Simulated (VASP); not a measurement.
# Ge (Fd-3m) in VASP: further runs

Runs on Ge. Level: PBEsol. Tasks: relaxation of cell and atoms.

Everything below comes from runs of VASP 6.6.1. Logs are shortened: lines on timing, memory, paths and dates and some standing lists are left out, and cuts for length are marked.

**1. The crystal as given**

Symmetry: Fd-3m, No. 227, cubic system. The conventional cell has a = 5.658 Å, b = 5.658 Å, c = 5.658 Å, α = 90.00°, β = 90.00°, γ = 90.00°. Around Ge (site symmetry -43m) lie 4 Ge at 2.45 Å.

**2. Relaxation of cell and atoms, PBEsol**

Contents of INCAR:

```
PREC = Accurate
ENCUT = 600
EDIFF = 1E-6
ISMEAR = 0
SIGMA = 0.03
LREAL = False
LASPH = True
NELM = 80
ALGO = Normal
ISIF = 3
LWAVE = False
LCHARG = False
GGA = PS
IBRION = 2
NSW = 90
EDIFFG = -0.01
KPAR = 4
```

Contents of KPOINTS:

```
Automatic mesh
0
Gamma
  10 10 10
```

Contents of POSCAR:

```
Ge
1.0
    0.0000000000      2.8289100000      2.8289100000
    2.8289100000      0.0000000000      2.8289100000
    2.8289100000      2.8289100000      0.0000000000
Ge
2
Direct
    0.0000000000      0.0000000000      0.0000000000
    0.2500000000      0.2500000000      0.2500000000
```

Potentials or basis: VASP PAW PBE potentials, release 64 (Ge_d).

The run is started by

```sh
$ cat potpaw_PBE.64/Ge_d/POTCAR > POTCAR
$ mpirun -np 4 vasp_std > vasp.out
```

OUTCAR:

```text
PREC = Accurate
   ENCUT = 600
   EDIFF = 1E-6
   ISMEAR = 0
   LREAL = False
   LASPH = True
   NELM = 80
   ISIF = 3
   GGA = PS
   IBRION = 2
   NSW = 90
   EDIFFG = -0.01

 ion  position               nearest neighbor table
   1  0.000  0.000  0.000-   2 2.45   2 2.45   2 2.45   2 2.45
   2  0.250  0.250  0.250-   1 2.45   1 2.45   1 2.45   1 2.45

  LATTYP: Found a face centered cubic cell.
 ALAT       =     5.6578200000

  Lattice vectors:

 A1 = (   0.0000000000,   2.8289100000,   2.8289100000)
 A2 = (   2.8289100000,   0.0000000000,   2.8289100000)
 A3 = (   2.8289100000,   2.8289100000,   0.0000000000)

Analysis of symmetry for initial positions (statically):
=====================================================================
 Subroutine PRICEL returns:
 Original cell was already a primitive cell.

 Routine SETGRP: Setting up the symmetry group for a
 face centered cubic supercell.

 Subroutine GETGRP returns: Found 48 space group operations
 (whereof 24 operations were pure point group operations)
 out of a pool of 48 trial point group operations.

The static configuration has the point symmetry T_d .
 The point group associated with its full space group is O_h .

Analysis of symmetry for dynamics (positions and initial velocities):
=====================================================================
 Subroutine PRICEL returns:
 Original cell was already a primitive cell.

 Routine SETGRP: Setting up the symmetry group for a
 face centered cubic supercell.

 Subroutine GETGRP returns: Found 48 space group operations
 (whereof 24 operations were pure point group operations)
 out of a pool of 48 trial point group operations.

The dynamic configuration has the point symmetry T_d .
 The point group associated with its full space group is O_h .

 Subroutine INISYM returns: Found 48 space group operations
 (whereof 24 operations are pure point group operations),
 and found     1 'primitive' translations

----------------------------------------------------------------------------------------

                                     Primitive cell

  volume of cell :      45.2780

  direct lattice vectors                    reciprocal lattice vectors
     0.000000000  2.828910000  2.828910000    -0.176746521  0.176746521  0.176746521
[... 89 lines left out ...]
   NSW    =     90    number of steps for IOM
   IBRION =      2    ionic relax: 0-MD 1-quasi-New 2-CG
   NFREE  =      1    steps in history (QN), initial steepest desc. (CG)
   ISIF   =      3    stress and relaxation
   ISYM   =      2    0-nonsym 1-usesym 2-fastsym
   POTIM  = 0.5000    time-step for ionic-motion
   TEBEG  =    0.0;   TEEND  =   0.0 temperature during run
   PSTRESS=    0.0 pullay stress
   NELECT =      28.0000    total number of electrons
   NUPDOWN=      -1.0000    fix difference up-down
   EMIN   =  10.00;   EMAX   =-10.00  energy-range for DOS
   EFERMI =   0.00;   METHOD = LEGACY
   ISMEAR =     0;   SIGMA  =   0.03  broadening in eV -4-tet -1-fermi 0-gaus
   EFERMI_NEDOS =   21; number of points for ismear=-14 and -15
   IALGO  =     38    algorithm
   IMIX   =      4    mixing-type and parameters
     AMIX     =   0.40;   BMIX     =  1.00
     AMIX_MAG =   1.60;   BMIX_MAG =  1.00
  volume/ion in A,a.u.               =      22.64       152.78
  Fermi-wavevector in a.u.,A,eV,Ry     =   1.394756  2.635708 26.468033  1.945346
  Thomas-Fermi vector in A             =   2.518275
   LORBIT       =      0    0 simple, 1 ext, 2 COOP (PROOUT), +10 PAW based schemes
   GGA     = PS    functional components
   LHFCALC =     F    Hartree Fock is set to
   AEXX    =    0.0000 exact exchange contribution
   IVDW    =     0    specifies the selected vdW correction
   LEPSILON=     F    determine dielectric tensor
   LRPA    =     F    only Hartree local field effects (RPA)
 conjugate gradient relaxation of ions
 non-spin polarized calculation
 Gauss-broadening in eV      SIGMA  =   0.03
  energy-cutoff  :      600.00
  volume of cell :       45.28
 maximum number of plane-waves:      1524
   NGX = 15   NGY = 15   NGZ = 15

--------------------------------------- Ionic step        1  -------------------------------------------

 number of electron      28.0000013 magnetization

 Free energy of the ion-electron system (eV)
  ---------------------------------------------------
  ext. energy  EPLUGINS =         0.00000000
  ---------------------------------------------------
  free energy    TOTEN  =        -9.87066962 eV

  energy without entropy =       -9.87061613  energy(sigma->0) =       -9.87064288

------------------------ aborting loop because EDIFF is reached ----------------------------------------

  FORCE on cell =-STRESS in cart. coord.  units (eV):
  Direction    XX          YY          ZZ          XY          YZ          ZX
  --------------------------------------------------------------------------------------
  -------------------------------------------------------------------------------------
  Total        0.1665325      0.1665325      0.1665325     -0.0000000      0.0000000     -0.0000000
  in kB        5.8928079      5.8928079      5.8928079     -0.0000000      0.0000000     -0.0000000
  external PRESSURE =       5.8928079 kB  Pullay stress =       0.0000000 kB
[... 59 lines left out ...]
--------------------------------------- Ionic step        3  -------------------------------------------

 number of electron      28.0000020 magnetization

 Free energy of the ion-electron system (eV)
  ---------------------------------------------------
  ext. energy  EPLUGINS =         0.00000000
  ---------------------------------------------------
  free energy    TOTEN  =        -9.87141132 eV

  energy without entropy =       -9.87136502  energy(sigma->0) =       -9.87138817

 E-fermi :   4.7821     XC(G=0): -10.0845

 val. band max:        4.7729685346   @ k =   0.0000   0.0000   0.0000
 cond. band min:       4.8675786373   @ k =   0.5000   0.0000   0.0000
 fundamental gap:      0.0946101028
 Fermi energy:         4.7821017154

 k-point     1 :       0.0000    0.0000    0.0000
  band No.  band energies     occupation
      1     -19.9771      2.00000
      2     -19.9771      2.00000
      3     -19.9771      2.00000
      4     -19.9412      2.00000
      5     -19.9412      2.00000
      6     -19.7340      2.00000
[... 481 lines left out ...]
      5     -19.8593      2.00000
      6     -19.8363      2.00000
[... 10 lines left out ...]
     17      11.3745      0.00000
     18      11.9375      0.00000

 [... further k-points ...]
[... 5 lines left out ...]
  --------------------------------------------------------------------------------------
  -------------------------------------------------------------------------------------
  Total       -0.0070967     -0.0070967     -0.0070967      0.0000000      0.0000000     -0.0000000
  in kB       -0.2488188     -0.2488188     -0.2488188      0.0000000      0.0000000     -0.0000000
  external PRESSURE =      -0.2488188 kB  Pullay stress =       0.0000000 kB
[... 17 lines left out ...]
  FREE ENERGIE OF THE ION-ELECTRON SYSTEM (eV)
  ---------------------------------------------------
  free  energy   TOTEN  =        -9.8714113214 eV

  energy  without entropy=       -9.8713650202  energy(sigma->0) =       -9.87138817

 reached required accuracy - stopping structural energy minimisation
```

CONTCAR:

```text
Ge
   1.00000000000000
     0.0000000000000000    2.8376024269230444    2.8376024269230444
     2.8376024269230444    0.0000000000000000    2.8376024269230444
     2.8376024269230444    2.8376024269230444    0.0000000000000000
  Ge
     2
Direct
     0.0000000000000000    0.0000000000000000    0.0000000000000000
     0.2500000000000000    0.2500000000000000    0.2500000000000000

  0.00000000E+00  0.00000000E+00  0.00000000E+00
  0.00000000E+00  0.00000000E+00  0.00000000E+00
```

It took 21 s on 4 MPI ranks of AMD EPYC 9R14 (Zen 4), shared host; peak memory 0.18 GiB.

What came out:

* Free energy: -9.8714 eV
* Relaxed volume: 22.85 Å³/atom
* Relaxed cell: a = 4.013 Å, b = 4.013 Å, c = 4.013 Å, α = 60.00°, β = 60.00°, γ = 60.00°
* Space group after relaxing (to 0.05 Å): Fd-3m (No. 227)
* Energy gained by relaxing: 0.4 meV/atom
* Ionic steps: 3
* Pressure after relaxing: 0.0 GPa
* Band gap on the k mesh: none (metal or under the smearing width)

Step by step:
```csv
step,energy change (eV),largest force (eV/Å),pressure (GPa),volume (Å³)
1,0.0000,0.0000,0.59,45.28
2,-0.0006,0.0000,-0.10,45.83
3,-0.0007,0.0000,-0.02,45.70
```

Final structure:
```
Ge
1.0
     0.00000    2.83760    2.83760
     2.83760    0.00000    2.83760
     2.83760    2.83760    0.00000
Ge
2
Cartesian
  0.0000 0.0000 0.0000
  1.4188 1.4188 1.4188
```

Caveat: the PAW data sets were made with another functional, which shifts forces and pressure a little; this crystal is a semiconductor, whose small gap the functional closes, so the metal is an error of the method. Zero-point motion and thermal expansion aren't in these numbers.

**3. Relaxation of cell and atoms, PBEsol**

This run uses another cell than the first one, of 22.85 Å³/atom, 1.009 times its volume.

INCAR, as its differences from that of step 2:

```diff
@@ -2,3 +2,3 @@
 ENCUT = 600
-EDIFF = 1E-6
+EDIFF = 1E-7
 ISMEAR = 0
@@ -15,3 +15,3 @@
 NSW = 90
-EDIFFG = -0.01
+EDIFFG = -0.005
 KPAR = 4
```

KPOINTS is that of step 2.

Contents of POSCAR:

```
Ge                                      
1.0
    0.0000000000      2.8376024269      2.8376024269
    2.8376024269      0.0000000000      2.8376024269
    2.8376024269      2.8376024269      0.0000000000
  Ge            
     2
Direct
     0.0000000000000000    0.0000000000000000    0.0000000000000000
     0.2500000000000000    0.2500000000000000    0.2500000000000000
```

Potentials or basis: VASP PAW PBE potentials, release 64 (Ge_d).

The run is started by

```sh
$ cat potpaw_PBE.64/Ge_d/POTCAR > POTCAR
$ mpirun -np 4 vasp_std > vasp.out
```

OUTCAR:

```text
PREC = Accurate
   ENCUT = 600
   EDIFF = 1E-7
   ISMEAR = 0
   LREAL = False
   LASPH = True
   NELM = 80
   ISIF = 3
   GGA = PS
   IBRION = 2
   NSW = 90
   EDIFFG = -0.005

 ion  position               nearest neighbor table
   1  0.000  0.000  0.000-   2 2.46   2 2.46   2 2.46   2 2.46
   2  0.250  0.250  0.250-   1 2.46   1 2.46   1 2.46   1 2.46

  LATTYP: Found a face centered cubic cell.
 ALAT       =     5.6752048538

  Lattice vectors:

 A1 = (   0.0000000000,   2.8376024269,   2.8376024269)
 A2 = (   2.8376024269,   0.0000000000,   2.8376024269)
 A3 = (   2.8376024269,   2.8376024269,   0.0000000000)

Analysis of symmetry for initial positions (statically):
=====================================================================
 Subroutine PRICEL returns:
 Original cell was already a primitive cell.

 Routine SETGRP: Setting up the symmetry group for a
 face centered cubic supercell.

 Subroutine GETGRP returns: Found 48 space group operations
 (whereof 24 operations were pure point group operations)
 out of a pool of 48 trial point group operations.

The static configuration has the point symmetry T_d .
 The point group associated with its full space group is O_h .

Analysis of symmetry for dynamics (positions and initial velocities):
=====================================================================
 Subroutine PRICEL returns:
 Original cell was already a primitive cell.

 Routine SETGRP: Setting up the symmetry group for a
 face centered cubic supercell.

 Subroutine GETGRP returns: Found 48 space group operations
 (whereof 24 operations were pure point group operations)
 out of a pool of 48 trial point group operations.

The dynamic configuration has the point symmetry T_d .
 The point group associated with its full space group is O_h .

 Subroutine INISYM returns: Found 48 space group operations
 (whereof 24 operations are pure point group operations),
[... 120 lines left out ...]
   LORBIT       =      0    0 simple, 1 ext, 2 COOP (PROOUT), +10 PAW based schemes
   GGA     = PS    functional components
   LHFCALC =     F    Hartree Fock is set to
   AEXX    =    0.0000 exact exchange contribution
   IVDW    =     0    specifies the selected vdW correction
   LEPSILON=     F    determine dielectric tensor
   LRPA    =     F    only Hartree local field effects (RPA)
 conjugate gradient relaxation of ions
 non-spin polarized calculation
 Gauss-broadening in eV      SIGMA  =   0.03
  energy-cutoff  :      600.00
  volume of cell :       45.70
 maximum number of plane-waves:      1542
   NGX = 17   NGY = 17   NGZ = 17

--------------------------------------- Ionic step        1  -------------------------------------------

 number of electron      28.0000020 magnetization

 Free energy of the ion-electron system (eV)
  ---------------------------------------------------
  ext. energy  EPLUGINS =         0.00000000
  ---------------------------------------------------
  free energy    TOTEN  =        -9.87146455 eV

  energy without entropy =       -9.87141825  energy(sigma->0) =       -9.87144140

------------------------ aborting loop because EDIFF is reached ----------------------------------------

  FORCE on cell =-STRESS in cart. coord.  units (eV):
  Direction    XX          YY          ZZ          XY          YZ          ZX
  --------------------------------------------------------------------------------------
  -------------------------------------------------------------------------------------
  Total       -0.0154882     -0.0154882     -0.0154882      0.0000000      0.0000000     -0.0000000
  in kB       -0.5430337     -0.5430337     -0.5430337      0.0000000      0.0000000     -0.0000000
  external PRESSURE =      -0.5430337 kB  Pullay stress =       0.0000000 kB
[... 131 lines left out ...]
--------------------------------------- Ionic step        5  -------------------------------------------

 number of electron      28.0000019 magnetization

 Free energy of the ion-electron system (eV)
  ---------------------------------------------------
  ext. energy  EPLUGINS =         0.00000000
  ---------------------------------------------------
  free energy    TOTEN  =        -9.87146664 eV

  energy without entropy =       -9.87142035  energy(sigma->0) =       -9.87144350

 E-fermi :   4.7882     XC(G=0): -10.0876

 val. band max:        4.7790781352   @ k =   0.0000   0.0000   0.0000
 cond. band min:       4.8755868466   @ k =   0.5000   0.0000   0.0000
 fundamental gap:      0.0965087114
 Fermi energy:         4.7882120925

 k-point     1 :       0.0000    0.0000    0.0000
  band No.  band energies     occupation
      1     -19.9718      2.00000
      2     -19.9717      2.00000
      3     -19.9717      2.00000
      4     -19.9358      2.00000
      5     -19.9358      2.00000
      6     -19.7283      2.00000
[... 481 lines left out ...]
      5     -19.8538      2.00000
      6     -19.8307      2.00000
[... 10 lines left out ...]
     17      11.3838      0.00000
     18      11.9467      0.00000

 [... further k-points ...]
[... 5 lines left out ...]
  --------------------------------------------------------------------------------------
  -------------------------------------------------------------------------------------
  Total       -0.0008471     -0.0008471     -0.0008471      0.0000000      0.0000000     -0.0000000
  in kB       -0.0297180     -0.0297180     -0.0297180      0.0000000      0.0000000     -0.0000000
  external PRESSURE =      -0.0297180 kB  Pullay stress =       0.0000000 kB
[... 17 lines left out ...]
  FREE ENERGIE OF THE ION-ELECTRON SYSTEM (eV)
  ---------------------------------------------------
  free  energy   TOTEN  =        -9.8714666436 eV

  energy  without entropy=       -9.8714203485  energy(sigma->0) =       -9.87144350

 reached required accuracy - stopping structural energy minimisation
```

Run time: 29 s. Hardware: 4 MPI ranks of AMD EPYC 9R14 (Zen 4), shared host; peak memory 0.18 GiB.

Results:

- Free energy: -9.8715 eV
- Relaxed volume: 22.83 Å³/atom
- Relaxed cell: a = 4.012 Å, b = 4.012 Å, c = 4.012 Å, α = 60.00°, β = 60.00°, γ = 60.00°
- Space group after relaxing (to 0.05 Å): Fd-3m (No. 227)
- Energy gained by relaxing: 0.0 meV/atom
- Ionic steps: 5
- Pressure after relaxing: 0.0 GPa
- Band gap on the k mesh: none (metal or under the smearing width)

Final structure:
```yaml
crystal:
  lattice:
    - [0.00000, 2.83700, 2.83700]
    - [2.83700, 0.00000, 2.83700]
    - [2.83700, 2.83700, 0.00000]
  atoms:
    - { symbol: Ge, position: [0.00000, 0.00000, 0.00000] }
    - { symbol: Ge, position: [0.25000, 0.25000, 0.25000] }
```

Caveat: the PAW data sets were made with another functional, which shifts forces and pressure a little; this crystal is a semiconductor, whose small gap the functional closes, so the metal is an error of the method.

(Continued in part 2 of 2.)
